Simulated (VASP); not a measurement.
# Ti (P6_3/mmc) in VASP: further runs, part 2 of 2

VASP 6.6.1. The steps go on from the part before.

## 5. Relaxation of cell and atoms, PBE

This run uses another cell than the first one, of 17.08 Å³/atom, 0.969 times its volume.

Input file INCAR:

```
  PREC = Accurate
  ENCUT = 300
  EDIFF = 1E-7
  ISMEAR = 1
  SIGMA = 0.1
  LREAL = F
  LASPH = T
  NELM = 80
  ALGO = Normal
  ISIF = 3
  LWAVE = F
  LCHARG = F
  GGA = PE
  IBRION = 2
  NSW = 90
  EDIFFG = -0.005
```

Input file KPOINTS:

```
Automatic mesh
0
Gamma
  8 8 4
```

Input file POSCAR:

```
Ti                                      
1.0
    2.9265052734      0.0000000000      0.0000000000
   -1.4632526367      2.5344279111     -0.0000000000
    0.0000000000      0.0000000000      4.6065955789
  Ti            
     2
Direct
     0.3333333332999970    0.6666666667000030    0.2500000000000000
     0.6666666667000030    0.3333333332999970    0.7500000000000000
```

Launch:

```console
> cat potpaw_PBE.64/Ti/POTCAR > POTCAR
> mpirun -np 1 vasp_std > vasp.out
```

Wall time 3.5 s (1 thread of Intel Xeon 6975P-C (Granite Rapids), shared host); peak memory 0.12 GiB.

Results (log left out):

- Free energy: -15.5430 eV
- Pressure after relaxing: 0.0 GPa
- Band gap on the k mesh: none (metal or under the smearing width)

Final structure:
```cif
data_structure
_symmetry_space_group_name_H-M 'P 1'
_symmetry_Int_Tables_number 1
_cell_length_a 2.9265
_cell_length_b 2.9265
_cell_length_c 4.6066
_cell_angle_alpha 90.000
_cell_angle_beta 90.000
_cell_angle_gamma 120.000
_cell_volume 34.17
loop_
_atom_site_label
_atom_site_type_symbol
_atom_site_fract_x
_atom_site_fract_y
_atom_site_fract_z
_atom_site_occupancy
Ti1 Ti 0.33333 0.66667 0.25000 1
Ti2 Ti 0.66667 0.33333 0.75000 1
```

Levels at points of the mesh, in eV from the Fermi level:
```tsv
k point	band 1	band 2	band 3	band 4	band 5	band 6	band 7	band 8
(0.00, 0.00, 0.00)	-6.22	-2.75	0.69	0.69	0.79	0.84	1.20	1.20
(0.50, 0.00, 0.00)	-2.39	-2.25	-1.93	-0.68	0.36	0.58	1.12	3.26
(0.00, 0.00, 0.50)	-4.33	-4.33	0.04	0.04	0.58	0.58	0.58	0.58
(0.50, 0.00, 0.50)	-2.62	-2.62	-0.88	-0.88	1.27	1.27	1.64	1.64
```

Caveat: the relaxation stopped at its first step, so nothing moved.

## 6. Relaxation of cell and atoms, LDA

Input file INCAR:

```
SYSTEM = Ti
PREC = Accurate
ENCUT = 600
EDIFF = 1E-6
ISMEAR = 1
SIGMA = 0.1
LREAL = .FALSE.
LASPH = .TRUE.
NELM = 80
ALGO = Normal
ISIF = 3
LWAVE = .FALSE.
LCHARG = .FALSE.
GGA = CA
IBRION = 2
NSW = 90
EDIFFG = -0.01
```

Input file KPOINTS:

```
Automatic mesh
0
G
  15 15 8
  0 0 0
```

Input file POSCAR:

```
Ti
1.0
    2.9500000000      0.0000000000      0.0000000000
   -1.4750000000      2.5547749412      0.0000000000
    0.0000000000      0.0000000000      4.6800000000
Ti
2
Direct
    0.3333333333      0.6666666667      0.2500000000
    0.6666666667      0.3333333333      0.7500000000
```

Potentials or basis: VASP PAW LDA potentials, release 64 (Ti_sv).

Launch:

```console
> cat potpaw_LDA.64/Ti_sv/POTCAR > POTCAR
> mpirun -np 1 vasp_std > vasp.out
```

OUTCAR:

```text
SYSTEM = Ti
   PREC = Accurate
   ENCUT = 600
   EDIFF = 1E-6
   ISMEAR = 1
   LREAL = .FALSE.
   LASPH = .TRUE.
   NELM = 80
   ISIF = 3
   GGA = CA
   IBRION = 2
   NSW = 90
   EDIFFG = -0.01

 ion  position               nearest neighbor table
   1  0.333  0.667  0.250-   2 2.89   2 2.89   2 2.89   2 2.89   2 2.89   2 2.89
   2  0.667  0.333  0.750-   1 2.89   1 2.89   1 2.89   1 2.89   1 2.89   1 2.89

  LATTYP: Found a hexagonal cell.
 ALAT       =     2.9500000000
 C/A-ratio  =     1.5864406780

  Lattice vectors:

 A1 = (   2.9500000000,   0.0000000000,   0.0000000000)
 A2 = (  -1.4750000000,   2.5547749412,   0.0000000000)
 A3 = (   0.0000000000,   0.0000000000,   4.6800000000)

Analysis of symmetry for initial positions (statically):
=====================================================================
 Subroutine PRICEL returns:
 Original cell was already a primitive cell.

 Routine SETGRP: Setting up the symmetry group for a
 hexagonal supercell.

 Subroutine GETGRP returns: Found 24 space group operations
 (whereof 12 operations were pure point group operations)
 out of a pool of 24 trial point group operations.

The static configuration has the point symmetry D_3d.
[... 271 lines left out ...]

[... ionic steps 4 to 10 ...]

--------------------------------------- Ionic step       11  -------------------------------------------

 number of electron      24.0000008 magnetization

------------------------ aborting loop because EDIFF is reached ----------------------------------------
[... 67 lines left out ...]
--------------------------------------- Ionic step       13  -------------------------------------------

 number of electron      24.0000008 magnetization

 Free energy of the ion-electron system (eV)
  ---------------------------------------------------
  ext. energy  EPLUGINS =         0.00000000
  ---------------------------------------------------
  free energy    TOTEN  =       -17.10010973 eV

  energy without entropy =      -17.10105654  energy(sigma->0) =      -17.10042533

 E-fermi :   8.9617     XC(G=0): -12.1611

 val. band max:        8.9561100905   @ k =   0.2667   0.2000   0.3750
 cond. band min:       8.9632346793   @ k =   0.2000   0.2000   0.5000
 fundamental gap:      0.0071245888
 Fermi energy:         8.9616600483

 k-point     1 :       0.0000    0.0000    0.0000
  band No.  band energies     occupation
      1     -47.1117      2.00000
      2     -46.9120      2.00000
      3     -24.1979      2.00000
      4     -23.3518      2.00000
      5     -23.3518      2.00000
      6     -23.2556      2.00000
[... 433 lines left out ...]
      3     -23.9128      2.00000
      4     -23.7505      2.00000
      5     -23.7266      2.00000
      6     -23.6503      2.00000
[... 8 lines left out ...]
     15      10.3894     -0.00000
     16      12.2712      0.00000

 [... further k-points ...]

------------------------ aborting loop because EDIFF is reached ----------------------------------------

  FORCE on cell =-STRESS in cart. coord.  units (eV):
  Direction    XX          YY          ZZ          XY          YZ          ZX
  --------------------------------------------------------------------------------------
  -------------------------------------------------------------------------------------
  Total        0.0039259      0.0039259     -0.0015731     -0.0000000     -0.0000000      0.0000000
  in kB        0.1956937      0.1956937     -0.0784148     -0.0000000     -0.0000000      0.0000000
  external PRESSURE =       0.1043242 kB  Pullay stress =       0.0000000 kB
[... 17 lines left out ...]
  FREE ENERGIE OF THE ION-ELECTRON SYSTEM (eV)
  ---------------------------------------------------
  free  energy   TOTEN  =       -17.1001097273 eV

  energy  without entropy=      -17.1010565432  energy(sigma->0) =      -17.10042533

 reached required accuracy - stopping structural energy minimisation
```

It took 2.7 min on 1 thread of Intel Xeon 6975P-C (Granite Rapids), shared host; peak memory 0.21 GiB.

What came out:

```yaml
Free_energy: -17.1001 eV
Relaxed_volume: 16.07 Å³/atom
Relaxed_cell: a = 2.865 Å, b = 2.865 Å, c = 4.523 Å, α = 90.00°, β = 90.00°, γ = 120.00°
Space_group_after_relaxing_to_0.05_Å: P6_3/mmc (No. 194)
Energy_gained_by_relaxing: 51.9 meV/atom
Ionic_steps: 13
Pressure_after_relaxing: 0.0 GPa
Band_gap_on_the_k_mesh: none (metal or under the smearing width)
```

Step by step:
| step | energy change (eV) | largest force (eV/Å) | pressure (GPa) | volume (Å³) |
| --- | --- | --- | --- | --- |
| 1 | 0.0000 | 0.0000 | -9.86 | 35.27 |
| 2 | -0.0421 | 0.0000 | 9.70 | 30.01 |
| 3 | -0.1037 | 0.0000 | -0.06 | 32.17 |
| 4 | -0.1037 | 0.0000 | 0.10 | 32.11 |
| 5 | -0.1038 | 0.0000 | -0.02 | 32.15 |
| 6 | -0.1038 | 0.0000 | 0.03 | 32.16 |
| 7 | -0.1038 | 0.0000 | -0.09 | 32.17 |
| 8 | -0.1038 | 0.0000 | -0.09 | 32.17 |
| 9 | -0.1038 | 0.0000 | -0.14 | 32.16 |
| 10 | -0.1038 | 0.0000 | -0.07 | 32.16 |
| 11 | -0.1038 | 0.0000 | -0.07 | 32.16 |
| 12 | -0.1038 | 0.0000 | -0.05 | 32.16 |
| 13 | -0.1038 | 0.0000 | 0.01 | 32.14 |

Final structure:
```cif
data_structure
_symmetry_space_group_name_H-M 'P 1'
_symmetry_Int_Tables_number 1
_cell_length_a 2.8647
_cell_length_b 2.8647
_cell_length_c 4.5225
_cell_angle_alpha 90.000
_cell_angle_beta 90.000
_cell_angle_gamma 120.000
_cell_volume 32.14
loop_
_atom_site_label
_atom_site_type_symbol
_atom_site_fract_x
_atom_site_fract_y
_atom_site_fract_z
_atom_site_occupancy
Ti1 Ti 0.33333 0.66667 0.25000 1
Ti2 Ti 0.66667 0.33333 0.75000 1
```

LDA usually gives volumes a few per cent too small. Zero-point motion and thermal expansion aren't in these numbers.

## 7. The runs side by side

| level | potentials or basis | k mesh | cutoff (eV) | gap on the mesh (eV) | pressure (GPa) |
| --- | --- | --- | --- | --- | --- |
| AM05 | VASP PAW PBE potentials, release 64 (Ti_sv) | 15 × 15 × 8 | 600 | none | 0.0 |
| PBE | VASP PAW PBE potentials, release 64 (Ti) | 8 × 8 × 4 | 300 | none | 0.0 |
| LDA | VASP PAW LDA potentials, release 64 (Ti_sv) | 15 × 15 × 8 | 600 | none | 0.0 |

Alike in all rows: task relaxation of cell and atoms; no spin polarisation; cell relaxed; smearing methfessel-paxton 0.1 eV.

Caveats: the relaxation stopped at its first step, so nothing moved (some runs); the PAW data sets were made with another functional, which shifts forces and pressure a little (some runs).

Absolute energies hang on the potentials; compare differences alone.
